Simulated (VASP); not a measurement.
Input of a VASP 6.6.1 run:

The input INCAR:

```
SYSTEM = PbF2
ALGO = Normal
EDIFF = 1E-6
EDIFFG = -0.01
ENCUT = 600
GGA = PE
IBRION = 2
ISIF = 3
ISMEAR = 0
KPAR = 2
LASPH = .True.
LCHARG = .False.
LREAL = .False.
LWAVE = .False.
NELM = 80
NSW = 90
PREC = Accurate
SIGMA = 0.03
```

Contents of KPOINTS:

```
k-points
0
Gamma
  8 8 8
  0 0 0
```

The input POSCAR:

```
PbF2
1.0
    0.0000000000      2.9636600000      2.9636600000
    2.9636600000      0.0000000000      2.9636600000
    2.9636600000      2.9636600000      0.0000000000
Pb F
1 2
Direct
    0.0000000000      0.0000000000      0.0000000000
    0.2500000000      0.2500000000      0.2500000000
    0.7500000000      0.7500000000      0.7500000000
```

Potentials or basis: VASP PAW PBE potentials, release 64 (Pb_d, F).

Command:

```bash
$ cat potpaw_PBE.64/Pb_d/POTCAR potpaw_PBE.64/F/POTCAR > POTCAR
$ mpirun -np 2 vasp_std > vasp.out
```

Problem. What does it give for the relaxed volume?

Solution. 17.95 Å³/atom.

Problem. Estimate the relaxed cell.

Solution. a = 4.239 Å, b = 4.239 Å, c = 4.239 Å, α = 60.00°, β = 60.00°, γ = 60.00°.

Problem. What does it give for the band gap on the k mesh?

Solution. 4.42 eV, indirect (least direct gap 4.56 eV).

The path:
```csv
step,energy change (eV),largest force (eV/Å),pressure (GPa),volume (Å³)
1,0.0000,0.0000,2.44,52.06
2,-0.0129,0.0000,-0.29,54.08
3,-0.0131,0.0000,0.01,53.84
```

Caveat: spin-orbit coupling is left out, which as a rule narrows the gap of such compounds by several tenths of an eV. Expect the measured gap to be larger: semilocal functionals such as PBE lack the derivative discontinuity.
